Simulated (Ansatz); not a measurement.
# Na2S: the cell at several levels of theory

An exercise on one series of results from a longer session: the logs are not shown, and one member is left open.

Code: Ansatz 0.2.0. PAW datasets, plane waves, zero pressure. Computed at 0 K without zero-point motion; spin polarisation is off.

## Starting point

The symmetry is Fm-3m (No. 225, cubic); a = 6.498 Å in the conventional setting, 22.87 Å³ an atom. Around Na lie 4 S at 2.81 Å; around S lie 8 Na at 2.81 Å.

As a file:

Space group Fm-3m (No. 225). a = 6.498 Å, b = 6.498 Å, c = 6.498 Å, α = 90.00°, β = 90.00°, γ = 90.00°
```csv
atom,site,symmetry,x,y,z
Na,8c,-43m,0.2500,0.7500,0.7500
S,4a,m-3m,0.0000,0.0000,0.0000
```

Set-up of the first run:

Input file input.yaml:

```yaml
crystal:
  lattice:
    - [0.0, 3.2491544893, 3.2491544893]
    - [3.2491544893, 0.0, 3.2491544893]
    - [3.2491544893, 3.2491544893, 0.0]
  atoms:
    - { symbol: Na, position: [0.25, 0.25, 0.25] }
    - { symbol: Na, position: [0.75, 0.75, 0.75] }
    - { symbol: S, position: [0.0, 0.0, 0.0] }
kpoints:
  mp_grid: { grid: [6, 6, 6] }
hamiltonian:
  xc: pbe
scf:
  occupations: { method: fermi_dirac, width: 0.02 }
relax:
  f_tol: 0.005
  cell: {}
output:
  write_density: true
  write_potential: true
  elf: true
  volumetric_format: npy
```

Run with:

```bash
$ ansatz run input.yaml --threads 2 --pin off --max-ram 29491MiB --backend cpu --events-out ev --progress --plain --runs-dir out
```

Among the steps run: Relaxing with PBE; Relaxing with r2SCAN; Relaxing with PBEsol; Relaxing with LDA; Relaxing with HSE06.

One table of the session follows, with a row left open; its other results are not shown here.

It belongs to the step «The cells side by side». 

```
 level  a (Å)  volume (Å³/atom)
   PBE  6.567            23.603
r2SCAN  6.511            23.000
PBEsol      ?                 ?
   LDA  6.384            21.684
 HSE06  6.520            23.099
```

Q: Estimate the row for PBEsol from the others.

As computed: a (Å): 6.501; volume (Å³/atom): 22.892. In the column «a (Å)» it lies between LDA (6.384) and r2SCAN (6.511).

What this shows: The first relaxation changed the volume by +3.2 % from the start. The volume runs from LDA (least) to PBE (most), a spread of 8.9 %, or 2.9 % in length if all axes shared it alike. The meshes differ: PBE 6×6×6, r2SCAN 6×6×6, PBEsol 6×6×6, LDA 6×6×6, HSE06 4×4×4.
